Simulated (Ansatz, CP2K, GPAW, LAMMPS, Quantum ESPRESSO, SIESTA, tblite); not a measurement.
# Running free surface of aqueous Ca2+ and SO4 2-, 6.5 mol of salt per kg of water at 360 K (189 atoms) with CP2K

Aim: run free surface of aqueous Ca2+ and SO4 2-, 6.5 mol of salt per kg of water at 360 K (189 atoms) in CP2K and see how near its forces come to a plane-wave reference, and at what cost.

Calculated with CP2K 2026.2; the method is named at each step.

### 1. The structure

The cell holds 189 atoms: 75 O, 6 S, 102 H and 6 Ca. Its edges and angles: a = 10.669 Å, b = 10.669 Å, c = 25.709 Å, α = 90.0°, β = 90.0°, γ = 90.0°. 51 H2O, 6 Ca2+, 6 SO4 2- placed at random, at 1.85 g/cm³, as a film with 12 Å of vacuum; overlaps pushed apart, then 10 ps at 400 K with divalent ions of Li, Roberts, Chakravorty and Merz (J. Chem. Theory Comput. 9, 2733 (2013)); MMFF94 bonds, angles, torsions, charges and radii (Halgren, J. Comput. Chem. 17, 490 (1996)) in harmonic and 12-6 forms; SPC/E water (Berendsen, Grigera and Straatsma, J. Phys. Chem. 91, 6269 (1987)); charges of ions scaled by 0.85. Snapshot after 20 ps at 360 K and fixed volume. Vacuum lies along c.

The yardstick, on the same geometry:

| Property | Result |
| --- | --- |
| method | Kohn-Sham DFT, PBE, PAW, plane waves (Ansatz 0.2.0); cutoff 420 eV, Γ point, fermi-dirac smearing of 0.05 eV; PAW set soft_2 |
| r.m.s. force component | 0.9682 eV/Å |
| longest force | 6.991 eV/Å |
| gap (highest filled to lowest empty level) | 4.012 eV |
| SCF cycles | 9 |
| time | 74 s on 4 threads of Arm Neoverse V1, shared host |
| CPU time | 4.7 min |

### 2. PBE, DZVP-MOLOPT-SR, 600/50 Ry, OT DIIS

Method: Kohn-Sham DFT, PBE, GTH-PBE pseudopotentials, Gaussian and plane waves, DZVP-MOLOPT-SR-GTH, orbital transformation.

Contents of input.inp:

```
&GLOBAL
  PROJECT cell
  RUN_TYPE ENERGY_FORCE
  PRINT_LEVEL LOW
&END GLOBAL
&FORCE_EVAL
  METHOD QS
  &DFT
    BASIS_SET_FILE_NAME BASIS_MOLOPT
    POTENTIAL_FILE_NAME GTH_POTENTIALS
    &MGRID
      CUTOFF 600
      REL_CUTOFF 50
      NGRIDS 5
    &END MGRID
    &QS
      EPS_DEFAULT 1.0E-12
    &END QS
    &SCF
      SCF_GUESS ATOMIC
      EPS_SCF 1.0E-06
      MAX_SCF 30
      &OT
        MINIMIZER DIIS
        PRECONDITIONER FULL_ALL
        ENERGY_GAP 0.001
      &END OT
      &OUTER_SCF
        EPS_SCF 1.0E-06
        MAX_SCF 8
      &END OUTER_SCF
      &PRINT
        &RESTART OFF
        &END RESTART
      &END PRINT
    &END SCF
    &XC
      &XC_FUNCTIONAL PBE
      &END XC_FUNCTIONAL
    &END XC
    &PRINT
      &MULLIKEN ON
      &END MULLIKEN
      &HIRSHFELD ON
        SHAPE_FUNCTION DENSITY
      &END HIRSHFELD
      &MO_CUBES
        NHOMO 1
        NLUMO 4
        WRITE_CUBE F
      &END MO_CUBES
    &END PRINT
  &END DFT
  &SUBSYS
    &CELL
      A 10.66860 0.00000 0.00000
      B 0.00000 10.66860 0.00000
      C 0.00000 0.00000 25.70910
    &END CELL
    &COORD
      O 8.52485 10.45555 11.22845
      S 8.65405 9.77788 12.54141
      O 8.26987 10.64129 13.59009
      O 7.84334 8.60380 12.65299
      O 9.99445 9.29128 12.70235
      O 8.29420 8.17706 7.94154
      S 7.50845 6.97588 7.83073
      O 7.38075 6.35358 9.14421
      O 6.19771 7.24035 7.27773
      O 8.14932 6.03139 7.01499
      O 9.26472 2.32341 18.22338
      S 10.50580 2.42807 17.53104
      O 0.20558 1.12500 16.91582
      O 10.45309 3.47572 16.60731
      O 0.90342 2.71548 18.46967
      O 4.02889 4.75051 12.36145
      S 5.17598 4.98512 13.20959
      O 6.15706 5.77993 12.47765
      O 4.67893 5.65905 14.43412
      O 5.75454 3.77242 13.70604
      O 9.55352 1.32749 6.87358
      S 0.18201 1.42938 7.47106
      O 1.21569 1.88205 6.58204
      O 0.24004 2.41644 8.47938
      O 0.63083 0.28176 8.19812
      O 5.16008 2.94517 7.14456
      S 4.63487 3.11331 8.46138
      O 5.28533 2.09606 9.26839
      O 5.00741 4.40816 8.98456
      O 3.19941 2.82846 8.55625
      O 1.00167 5.75635 16.94204
      H 1.99161 5.64497 16.85540
      H 0.55103 4.88078 16.76799
      O 9.87347 2.16903 11.14258
      H 9.47254 1.26231 11.27344
      H 9.42261 2.82355 11.74932
      O 5.37868 10.14434 6.88078
      H 4.51047 10.33137 6.42136
      H 5.53039 9.15665 6.91780
      O 0.63884 7.75703 14.51279
      H 1.61384 7.71852 14.29400
      H 0.16888 8.33026 13.84152
      O 0.87664 7.85241 9.94171
      H 0.75064 8.63655 9.33395
      H 10.66199 7.58239 10.32503
      O 9.06223 7.02197 10.99938
      H 8.39864 6.78182 10.29084
      H 8.58652 7.43761 11.77451
      O 3.06050 1.27170 18.67046
      H 2.35019 1.94766 18.47456
      H 2.74844 0.66167 19.39880
      O 1.75509 0.75054 14.94753
      H 2.61935 1.24929 15.01231
      H 1.23756 0.86885 15.79490
      O 6.99028 4.25538 5.73184
      H 7.40636 4.96175 6.30439
[... 129 atom lines left out ...]
      Ca 7.16887 1.54247 7.21449
      Ca 5.18302 6.29661 10.23813
      Ca 1.68905 1.39311 10.18852
      Ca 7.32677 2.14706 14.18422
    &END COORD
    &KIND O
      BASIS_SET DZVP-MOLOPT-SR-GTH-q6
      POTENTIAL GTH-PBE-q6
    &END KIND
    &KIND S
      BASIS_SET DZVP-MOLOPT-SR-GTH-q6
      POTENTIAL GTH-PBE-q6
    &END KIND
    &KIND H
      BASIS_SET DZVP-MOLOPT-SR-GTH-q1
      POTENTIAL GTH-PBE-q1
    &END KIND
    &KIND Ca
      BASIS_SET DZVP-MOLOPT-SR-GTH-q10
      POTENTIAL GTH-PBE-q10
    &END KIND
  &END SUBSYS
  &PRINT
    &FORCES ON
    &END FORCES
  &END PRINT
&END FORCE_EVAL
```

On the command line:

```sh
$ OMP_NUM_THREADS=1 mpirun -np 4 cp2k.psmp -i input.inp > output.txt
```

Numbers of over 12 decimals in the logs are rounded to 6 here.

Output:

```text
CP2K| version string:                                       CP2K version 2026.2
 CP2K| Input file name                                                 input.inp
 GLOBAL| Basis set file name                                        BASIS_MOLOPT
 GLOBAL| Potential file name                                      GTH_POTENTIALS
 GLOBAL| Run type                                                   ENERGY_FORCE
 GLOBAL| Total number of message passing processes                             4
 GLOBAL| Number of threads for this process                                    1
 TOTAL NUMBERS AND MAXIMUM NUMBERS
  Total number of            - Atomic kinds:                                   4
                             - Atoms:                                        189
                             - Shell sets:                                   189
                             - Shells:                                       747
                             - Primitive Cartesian functions:                945
                             - Cartesian basis functions:                   1734
                             - Spherical basis functions:                   1647
  Maximum angular momentum of- Orbital basis functions:                        2
                             - Local part of the GTH pseudopotential:          2
                             - Non-local part of the GTH pseudopotential:      3
 SCF PARAMETERS         Density guess:                                    ATOMIC
                        max_scf:                                              30
                        eps_scf:                                        1.00E-06
                        Outer loop SCF in use
                        eps_scf                                         1.00E-06
                        max_scf                                                8
 Extrapolation method: initial_guess
 Number of electrons:                                                        648
[... lines left out ...]
  Step     Update method      Time    Convergence         Total energy    Change
[... lines left out ...]
  Exchange-correlation energy:                               -347.270945
  Total energy:                                             -1544.997963
  outer SCF iter =    1 RMS gradient =   0.76E-03 energy =      -1544.9979628778
  ----------------------------------- OT ---------------------------------------
  Minimizer      : DIIS                : direct inversion
                                         in the iterative subspace
                                         using   7 DIIS vectors
                                         safer DIIS on
  Preconditioner : FULL_ALL            : diagonalization, state selective
  Precond_solver : DEFAULT
  stepsize       :    0.15000000                  energy_gap     :    0.00100000
  eps_taylor     :   0.10000E-15                  max_taylor     :             4
  ----------------------------------- OT ---------------------------------------
  Step     Update method      Time    Convergence         Total energy    Change
[...]
15 OT DIIS     0.15E+00    7.0     0.00000169     -1546.1340663105 -2.58E-07
    16 OT DIIS     0.15E+00    7.2     0.00000062     -1546.1340663931 -8.27E-08
  *** SCF run converged in    16 steps ***
  Electronic density on regular grids:       -648.0000000000        0.0000000000
  Core density on regular grids:              647.9999999997       -0.0000000003
  Total charge density on r-space grids:       -0.0000000002
  Total charge density g-space grids:          -0.0000000002
  Overlap energy of the core charge distribution:               8.30559e-06
  Self energy of the core charge distribution:              -3837.403184
  Core Hamiltonian energy:                                   1084.706386
  Hartree energy:                                            1554.135617
  Exchange-correlation energy:                               -347.572895
  Total energy:                                             -1546.134066
  outer SCF iter =    2 RMS gradient =   0.62E-06 energy =      -1546.1340663931
  outer SCF loop converged in   2 iterations or   46 steps
 !-----------------------------------------------------------------------------!
                     Mulliken Population Analysis
 #  Atom  Element  Kind  Atomic population                           Net charge
       1     O        1          6.492525                             -0.492525
       2     S        2          5.194029                              0.805971
       3     O        1          6.427825                             -0.427825
[...]
188     Ca       4          8.728738                              1.271262
     189     Ca       4          8.740603                              1.259397
 # Total charge                            648.000000                  0.000000
 !-----------------------------------------------------------------------------!
 !-----------------------------------------------------------------------------!
                           Hirshfeld Charges
  #Atom  Element  Kind  Ref Charge     Population                    Net charge
      1       O      1       6.000          6.175                        -0.175
      2       S      2       6.000          5.491                         0.509
      3       O      1       6.000          6.214                        -0.214
[...]
188       Ca     4      10.000          9.501                         0.499
    189       Ca     4      10.000          9.534                         0.466
  Total Charge                                                           -0.000
 !-----------------------------------------------------------------------------!
  Eigenvalues of the occupied subspace spin            1
      -1.55848230     -1.55767123     -1.55641672     -1.55227260
      -1.54536299     -1.52405400     -0.99575125     -0.98368257
      -0.98197818     -0.97095431     -0.96044197     -0.95623250
[...]
-0.09429900     -0.09076004     -0.08927014     -0.08260524
 Fermi Energy [eV] :   -2.247803
  Using OT eigensolver for additional unoccupied orbitals spin            1
  Lowest Eigenvalues of the unoccupied subspace spin            1
 OT| Eigensolver reached convergence in 273 iterations
       0.10197808      0.12305095      0.13650397      0.13669544
 HOMO - LUMO gap [eV] :    5.022768
 ENERGY| Total FORCE_EVAL ( QS ) energy [hartree]          -1546.134066
 FORCES| Atomic forces [hartree/bohr]
 FORCES|   Atom     x               y               z               |f|
 FORCES|      1  4.83008544E-03  1.33113267E-03 -9.13885132E-03   1.04221036E-02
 FORCES|      2  2.57938522E-02  1.91777831E-03 -4.00794247E-02   4.77007439E-02
 FORCES|      3 -2.45310125E-02  7.51909538E-02  6.89674868E-02   1.04937907E-01
[...]
FORCES|    188 -5.69122099E-03  4.99416137E-03  1.23008675E-02   1.44444794E-02
 FORCES|    189  9.14059684E-03  5.10607083E-03 -2.53553423E-03   1.07727157E-02
 FORCES| Sum     3.75755674E-03 -5.09358470E-03  1.50463178E-02
 FORCES| Total atomic force                                       1.63234652E-02
```

The job ended after 5.8 min (4 MPI ranks of Arm Neoverse V1, shared host; peak memory 5 GiB; 23 min of CPU time).

Banners, paths, timers and routine set-up lines are dropped from the logs unmarked, and long logs keep their key lines alone; longer cuts are marked.

Compared with the plane-wave run:

| Item | Value |
| --- | --- |
| r.m.s. force component | 1.043 eV/Å |
| r.m.s. difference of force components | 114.3 meV/Å |
| longest difference of force vectors | 613.6 meV/Å |
| force difference over r.m.s. force | 11.81 % |
| slope of forces against the reference's | 1.073 |
| correlation of force components | 0.9963 |
| gap (highest filled to lowest empty level) | 5.023 eV |
| gap difference | 1.011 eV |

Length of the force difference by element (eV/Å):

```tsv
element	atoms	mean	most
Ca	6	0.053	0.057
H	102	0.060	0.15
O	75	0.23	0.61
S	6	0.14	0.21
```

The surroundings of O24, which bears the longest force, nearest first, numbered as they follow in the input and with coordinates relative to it.

```tsv
atom	x	y	z	distance (Å)	bonds	Hirshfeld charge (e)	Fx	Fy	Fz (eV/Å)
O24	0.00	0.00	0.00	0.00	3	-0.27	-0.72	5.66	4.95
S22	-0.06	-0.99	-1.01	1.41	4	0.47	-0.14	0.49	-0.24
O25	0.39	-2.13	-0.28	2.19	2	-0.25	0.90	-5.90	1.46
O23	0.98	-0.53	-1.90	2.20	2	-0.27	2.81	0.48	-4.86
O21	-1.36	-1.09	-1.61	2.37	2	-0.23	-2.47	-0.58	-1.70
Ca188	1.45	-1.02	1.71	2.46	8	0.50	-0.29	0.26	0.63
H114	-2.16	0.86	0.92	2.51	1	0.15	-0.57	0.11	-0.73
Ca185	1.24	1.77	-1.36	2.56	7	0.48	-0.04	-0.12	0.59
O34	-1.04	-0.25	2.66	2.87	3	-0.26	0.02	0.05	0.03
H129	0.79	2.28	1.72	2.96	1	0.13	0.43	0.36	-0.25
O30	2.96	0.41	0.08	2.99	3	-0.25	-2.66	0.51	-0.55
O112	-2.83	0.99	0.19	3.00	3	-0.24	0.17	0.55	-0.07
O127	0.98	2.79	0.88	3.09	3	-0.26	-0.30	0.12	-0.39
```

Forces lie 12 % from the reference's, at 4.9 times its CPU time.

The forces add up to 0.84 eV/Å instead of zero, usually a sign of too coarse a grid.

### 3. PBE, SZV-MOLOPT-SR, 600/50 Ry, OT DIIS

Method: Kohn-Sham DFT, PBE, GTH-PBE pseudopotentials, Gaussian and plane waves, SZV-MOLOPT-SR-GTH, orbital transformation.

input.inp, as its differences from that of step 2:

```diff
@@ -59,7 +59,8 @@
     &END CELL
-    &COORD
-[... 189 atom lines left out: the same atoms as in the first run ...]
-    &END COORD
+    &TOPOLOGY
+      COORD_FILE_NAME structure.xyz
+      COORD_FILE_FORMAT XYZ
+    &END TOPOLOGY
     &KIND O
-      BASIS_SET DZVP-MOLOPT-SR-GTH-q6
+      BASIS_SET SZV-MOLOPT-SR-GTH-q6
       POTENTIAL GTH-PBE-q6
@@ -67,3 +68,3 @@
     &KIND S
-      BASIS_SET DZVP-MOLOPT-SR-GTH-q6
+      BASIS_SET SZV-MOLOPT-SR-GTH-q6
       POTENTIAL GTH-PBE-q6
@@ -71,3 +72,3 @@
     &KIND H
-      BASIS_SET DZVP-MOLOPT-SR-GTH-q1
+      BASIS_SET SZV-MOLOPT-SR-GTH-q1
       POTENTIAL GTH-PBE-q1
@@ -75,3 +76,3 @@
     &KIND Ca
-      BASIS_SET DZVP-MOLOPT-SR-GTH-q10
+      BASIS_SET SZV-MOLOPT-SR-GTH-q10
       POTENTIAL GTH-PBE-q10
```

Contents of structure.xyz:

```xyz
189

O 8.52485 10.45555 11.22845
S 8.65405 9.77788 12.54141
O 8.26987 10.64129 13.59009
O 7.84334 8.60380 12.65299
O 9.99445 9.29128 12.70235
O 8.29420 8.17706 7.94154
S 7.50845 6.97588 7.83073
O 7.38075 6.35358 9.14421
O 6.19771 7.24035 7.27773
O 8.14932 6.03139 7.01499
O 9.26472 2.32341 18.22338
S 10.50580 2.42807 17.53104
O 0.20558 1.12500 16.91582
O 10.45309 3.47572 16.60731
O 0.90342 2.71548 18.46967
O 4.02889 4.75051 12.36145
S 5.17598 4.98512 13.20959
O 6.15706 5.77993 12.47765
O 4.67893 5.65905 14.43412
O 5.75454 3.77242 13.70604
[... 165 atom lines left out ...]
Ca 7.16887 1.54247 7.21449
Ca 5.18302 6.29661 10.23813
Ca 1.68905 1.39311 10.18852
Ca 7.32677 2.14706 14.18422
```

On the command line:

```sh
$ OMP_NUM_THREADS=2 cp2k.psmp -i input.inp > output.txt
```

Output:

```text
CP2K| version string:                                       CP2K version 2026.2
 CP2K| Input file name                                                 input.inp
 GLOBAL| Basis set file name                                        BASIS_MOLOPT
 GLOBAL| Potential file name                                      GTH_POTENTIALS
[... lines left out ...]
 Number of electrons:                                                        648
[... lines left out ...]
  Step     Update method      Time    Convergence         Total energy    Change
[... lines left out ...]
  Total energy:                                             -1537.504732
[... lines left out ...]
  Step     Update method      Time    Convergence         Total energy    Change
[... lines left out ...]
  *** SCF run converged in     5 steps ***
[... lines left out ...]
  Total energy:                                             -1537.508522
[... lines left out ...]
  outer SCF loop converged in   2 iterations or   35 steps
[... lines left out ...]
 Fermi Energy [eV] :   -0.017489
[... lines left out ...]
  Lowest Eigenvalues of the unoccupied subspace spin            1
 OT| Eigensolver reached convergence in 69 iterations
       0.16367544      0.20942988      0.23320039      0.23564764
 HOMO - LUMO gap [eV] :    4.471324
 ENERGY| Total FORCE_EVAL ( QS ) energy [hartree]          -1537.508522
 FORCES| Atomic forces [hartree/bohr]
 FORCES|   Atom     x               y               z               |f|
 FORCES|      1 -1.87461412E-02  1.07754195E-01 -2.06834702E-01   2.33972174E-01
 FORCES|      2  2.99391308E-02  3.18817716E-02 -8.41650817E-02   9.48501972E-02
 FORCES|      3 -9.47173010E-02  2.35008816E-01  2.61846799E-01   3.64368299E-01
[...]
FORCES|    188 -3.91961241E-03  7.58546461E-03  2.35950671E-02   2.50924256E-02
 FORCES|    189  1.26462981E-02  2.56739344E-03  1.01280627E-03   1.29439615E-02
 FORCES| Sum     6.47434832E-03 -9.30342159E-03  1.85305086E-02
 FORCES| Total atomic force                                       2.17221221E-02
```

Run time: 6 min. Hardware: 2 threads; peak memory 3.5 GiB; 11 min of CPU time.

Numbers from this run, and their distance from the reference:

| Quantity | Value |
| --- | --- |
| r.m.s. force component | 3.679 eV/Å |
| r.m.s. difference of force components | 3145 meV/Å |
| longest difference of force vectors | 15130 meV/Å |
| force difference over r.m.s. force | 324.8 % |
| slope of forces against the reference's | 2.443 |
| correlation of force components | 0.6429 |
| gap (highest filled to lowest empty level) | 4.471 eV |
| gap difference | 0.4593 eV |

This is a coarse setting, run to see what it loses.

Against the first run (12 %), the force difference from the reference is 325 %, at 0.47 times the CPU time (on 2 against 4 cores), with 456 basis functions against 1647: the smaller basis costs accuracy.

The forces add up to 1.1 eV/Å instead of zero, usually a sign of too coarse a grid.

(Continued in part 2 of 3.)

[Also dropped from logs without a mark: logging warnings of Python, and SIESTA's first energy breakdown and zero terms.]

[Logs are printed without paths, hosts, clocks, repeated set-up lines and the standing remarks that a program may print on its own settings, such as how far it seeks lower states.]

[Hosts, paths, dates, database ids (printed as entryN), source tags and the programs' standing remarks are cut or masked in the printed files.]

[The MMFF94 radii named for the starting cell were scaled by 0.96; in molecules described by MMFF94, hydrogen bound to N, O or S took a small fixed 12-6 site in their place.]
